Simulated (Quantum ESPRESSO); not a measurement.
# TiO2 (Anatase) (I4_1/amd) in Quantum ESPRESSO: settings compared, part 2 of 2

Quantum ESPRESSO 7.5.

## 3. Single point, PBE, 10.67 Å³/atom

Contents of pw.in:

```
&CONTROL
  calculation = 'scf'
  prefix = 'pwscf'
  outdir = './tmp'
  pseudo_dir = './pseudo'
  tprnfor = .true.
  tstress = .true.
  disk_io = 'nowf'
/
&SYSTEM
  ibrav = 0
  nat = 6
  ntyp = 2
  ecutwfc = 55
  ecutrho = 440
  nbnd = 33
  occupations = 'smearing'
  smearing = 'fd'
  degauss = 0.00367493
/
&ELECTRONS
  conv_thr = 1.2d-09
  electron_maxstep = 120
  mixing_beta = 0.5
/
ATOMIC_SPECIES
Ti    47.8670 ti_pbe_v1.4.uspp.F.UPF
O     15.9990 O.pbe-n-kjpaw_psl.0.1.UPF
CELL_PARAMETERS angstrom
  -1.8534748763    1.8534748763    4.6601849950
   1.8534748763   -1.8534748763    4.6601849950
   1.8534748763    1.8534748763   -4.6601849950
ATOMIC_POSITIONS crystal
Ti     0.7500000000    0.2500000000    0.5000000000
Ti     0.0000000000    0.0000000000    0.0000000000
O      0.7919000000    0.7919000000    0.0000000000
O      0.5419000000    0.0419000000    0.5000000000
O      0.9581000000    0.4581000000    0.5000000000
O      0.2081000000    0.2081000000    0.0000000000
K_POINTS automatic
10 10 10 0 0 0
```

Potentials or basis: SSSP 1.3 efficiency PBE.

Started as:

```console
$ OMP_NUM_THREADS=1 mpirun -n 2 pw.x -nk 2 -in pw.in > pw.out
```

pw.out:

```text
This program is part of the open-source Quantum ESPRESSO suite
     for quantum simulation of materials; please cite
         "P. Giannozzi et al., J. Phys.:Condens. Matter 21 395502 (2009);
         "P. Giannozzi et al., J. Phys.:Condens. Matter 29 465901 (2017);
         "P. Giannozzi et al., J. Chem. Phys. 152 154105 (2020);
     in publications or presentations arising from this work. More details at

     file O.pbe-n-kjpaw_psl.0.1.UPF: wavefunction(s)  2P renormalized
     Message from routine setup:
     using ibrav=0 with symmetry is DISCOURAGED, use correct ibrav instead

     K-points division:     npool     =       2
     Subspace diagonalization in iterative solution of the eigenvalue problem:
     a serial algorithm will be used

     G-vector sticks info
     --------------------
     sticks:   dense  smooth     PW     G-vecs:    dense   smooth      PW
     Sum        3051    1527    529                67455    23901    4865

     Using Slab Decomposition

[... 193 lines left out ...]
     estimated scf accuracy    <          8.7E-10 Ry
     smearing contrib. (-TS)   =      -0.00000000 Ry
     internal energy E=F+TS    =    -405.91534581 Ry

     The total energy is F=E-TS. E is the sum of the following terms:
     one-electron contribution =    -151.49555865 Ry
     hartree contribution      =      99.05117795 Ry
     xc contribution           =     -66.15433938 Ry
     ewald contribution        =    -249.26534499 Ry
     one-center paw contrib.   =     -38.05128073 Ry

     convergence has been achieved in  11 iterations

     negative rho (up, down):  2.911E-03 0.000E+00

     Forces acting on atoms (cartesian axes, Ry/au):

     atom    1 type  1   force =     0.00000000   -0.00000000    0.00000000
     atom    2 type  1   force =    -0.00000000   -0.00000000    0.00000000
     atom    3 type  2   force =     0.00000000   -0.00000000   -0.01972726
     atom    4 type  2   force =     0.00000000   -0.00000000   -0.01972726
     atom    5 type  2   force =    -0.00000000   -0.00000000    0.01972726
     atom    6 type  2   force =     0.00000000    0.00000000    0.01972726

     Total force =     0.039455     Total SCF correction =     0.000023

     Computing stress (Cartesian axis) and pressure

     negative rho (up, down):  2.911E-03 0.000E+00
          total   stress  (Ry/bohr**3)                   (kbar)     P=      208.76
   0.00136506  -0.00000000  -0.00000000          200.81       -0.00       -0.00
   0.00000000   0.00136506  -0.00000000            0.00      200.81       -0.00
   0.00000000   0.00000000   0.00152729            0.00        0.00      224.67

=------------------------------------------------------------------------------=
   JOB DONE.
=------------------------------------------------------------------------------=
```

Wall time 2.7 min (2 MPI ranks of Arm Neoverse V1, shared host); peak memory 0.56 GiB.

Results:

```
Free energy            : -5522.7596 eV
Pressure               : 20.9 GPa
Largest force          : 0.507 eV/Å
Band gap on the k mesh : 2.27 eV, indirect (least direct gap 2.59 eV)
```

## 4. Single point, PBE, 10.90 Å³/atom

pw.in: that of step 3 with these lines changed.

```diff
@@ -29,5 +29,5 @@
 CELL_PARAMETERS angstrom
-  -1.8534748763    1.8534748763    4.6601849950
-   1.8534748763   -1.8534748763    4.6601849950
-   1.8534748763    1.8534748763   -4.6601849950
+  -1.8665279463    1.8665279463    4.6930042805
+   1.8665279463   -1.8665279463    4.6930042805
+   1.8665279463    1.8665279463   -4.6930042805
 ATOMIC_POSITIONS crystal
```

Started as:

```console
$ OMP_NUM_THREADS=1 mpirun -n 2 pw.x -nk 2 -in pw.in > pw.out
```

Wall time 3.4 min (2 MPI ranks of Arm Neoverse V1, shared host); peak memory 0.56 GiB.

It converged, with:

* Free energy: -5522.9137 eV
* Pressure: 15.0 GPa
* Largest force: 0.363 eV/Å
* Band gap on the k mesh: 2.22 eV, indirect (least direct gap 2.55 eV)

## 5. Single point, PBE, 11.13 Å³/atom

pw.in: that of step 4 with these lines changed.

```diff
@@ -29,5 +29,5 @@
 CELL_PARAMETERS angstrom
-  -1.8665279463    1.8665279463    4.6930042805
-   1.8665279463   -1.8665279463    4.6930042805
-   1.8665279463    1.8665279463   -4.6930042805
+  -1.8794009597    1.8794009597    4.7253708500
+   1.8794009597   -1.8794009597    4.7253708500
+   1.8794009597    1.8794009597   -4.7253708500
 ATOMIC_POSITIONS crystal
```

Started as:

```console
$ OMP_NUM_THREADS=1 mpirun -n 2 pw.x -nk 2 -in pw.in > pw.out
```

It took 3.5 min on 2 MPI ranks of Arm Neoverse V1, shared host; peak memory 0.56 GiB.

It converged, with:

* Free energy: -5523.0201 eV
* Pressure: 9.7 GPa
* Largest force: 0.228 eV/Å
* Band gap on the k mesh: 2.18 eV, indirect (least direct gap 2.51 eV)

## 6. Single point, PBE, 11.35 Å³/atom

pw.in: that of step 5 with these lines changed.

```diff
@@ -29,5 +29,5 @@
 CELL_PARAMETERS angstrom
-  -1.8794009597    1.8794009597    4.7253708500
-   1.8794009597   -1.8794009597    4.7253708500
-   1.8794009597    1.8794009597   -4.7253708500
+  -1.8921000000    1.8921000000    4.7573000000
+   1.8921000000   -1.8921000000    4.7573000000
+   1.8921000000    1.8921000000   -4.7573000000
 ATOMIC_POSITIONS crystal
```

Potentials or basis: SSSP 1.3 efficiency PBE.

Started as:

```console
$ OMP_NUM_THREADS=1 mpirun -n 2 pw.x -nk 2 -in pw.in > pw.out
```

It took 3.8 min on 2 MPI ranks of Arm Neoverse V1, shared host; peak memory 0.58 GiB.

The run converged. Its results:

```yaml
Free_energy: -5523.0836 eV
Pressure: 4.9 GPa
Largest_force: 0.103 eV/Å
Band_gap_on_the_k_mesh: 2.13 eV, indirect (least direct gap 2.46 eV)
```

## 7. Single point, PBE, 11.58 Å³/atom

pw.in: that of step 6 with these lines changed.

```diff
@@ -29,5 +29,5 @@
 CELL_PARAMETERS angstrom
-  -1.8921000000    1.8921000000    4.7573000000
-   1.8921000000   -1.8921000000    4.7573000000
-   1.8921000000    1.8921000000   -4.7573000000
+  -1.9046308288    1.9046308288    4.7888062162
+   1.9046308288   -1.9046308288    4.7888062162
+   1.9046308288    1.9046308288   -4.7888062162
 ATOMIC_POSITIONS crystal
```

Started as:

```console
$ OMP_NUM_THREADS=1 mpirun -n 2 pw.x -nk 2 -in pw.in > pw.out
```

Wall time 3.5 min (2 MPI ranks of Arm Neoverse V1, shared host); peak memory 0.58 GiB.

It converged, with:

| Item | Value |
| --- | --- |
| Free energy | -5523.1083 eV |
| Pressure | 0.6 GPa |
| Largest force | 0.013 eV/Å |
| Band gap on the k mesh | 2.08 eV, indirect (least direct gap 2.41 eV) |

## 8. Single point, PBE, 11.81 Å³/atom

pw.in: that of step 7 with these lines changed.

```diff
@@ -29,5 +29,5 @@
 CELL_PARAMETERS angstrom
-  -1.9046308288    1.9046308288    4.7888062162
-   1.9046308288   -1.9046308288    4.7888062162
-   1.9046308288    1.9046308288   -4.7888062162
+  -1.9169989080    1.9169989080    4.8199032318
+   1.9169989080   -1.9169989080    4.8199032318
+   1.9169989080    1.9169989080   -4.8199032318
 ATOMIC_POSITIONS crystal
```

Started as:

```console
$ OMP_NUM_THREADS=1 mpirun -n 2 pw.x -nk 2 -in pw.in > pw.out
```

It took 3.9 min on 2 MPI ranks of Arm Neoverse V1, shared host; peak memory 0.6 GiB.

Results (log left out):

```yaml
Free_energy: -5523.0981 eV
Pressure: -3.3 GPa
Largest_force: 0.121 eV/Å
Band_gap_on_the_k_mesh: 2.04 eV, indirect (least direct gap 2.37 eV)
```

## 9. Single point, PBE, 12.04 Å³/atom

pw.in: that of step 8 with these lines changed.

```diff
@@ -29,5 +29,5 @@
 CELL_PARAMETERS angstrom
-  -1.9169989080    1.9169989080    4.8199032318
-   1.9169989080   -1.9169989080    4.8199032318
-   1.9169989080    1.9169989080   -4.8199032318
+  -1.9292094213    1.9292094213    4.8506040801
+   1.9292094213   -1.9292094213    4.8506040801
+   1.9292094213    1.9292094213   -4.8506040801
 ATOMIC_POSITIONS crystal
```

Potentials or basis: SSSP 1.3 efficiency PBE.

Started as:

```console
$ OMP_NUM_THREADS=1 mpirun -n 2 pw.x -nk 2 -in pw.in > pw.out
```

It took 3.7 min on 2 MPI ranks of Arm Neoverse V1, shared host; peak memory 0.6 GiB.

It converged, with:

* Free energy: -5523.0563 eV
* Pressure: -6.8 GPa
* Largest force: 0.221 eV/Å
* Band gap on the k mesh: 1.99 eV, indirect (least direct gap 2.32 eV)

## 10. Equation of state, PBE

No new run: the results of the series are fitted here.

Results:

```yaml
Equilibrium_volume: 11.62 Å³/atom
Bulk_modulus_at_fixed_shape_and_positions: 206 GPa
Pressure_derivative_of_the_bulk_modulus: 4.2
```

Energy against volume, from the lowest point:
```tsv
volume (Å³/atom)	energy (meV/atom)
10.673	58.11
10.900	32.43
11.127	14.70
11.354	4.12
11.581	0.00
11.808	1.70
12.035	8.67
```

Caveat: the cell was scaled at fixed shape and fractional positions, which overstates the stiffness of a crystal with free parameters, most of all of layers and chains.
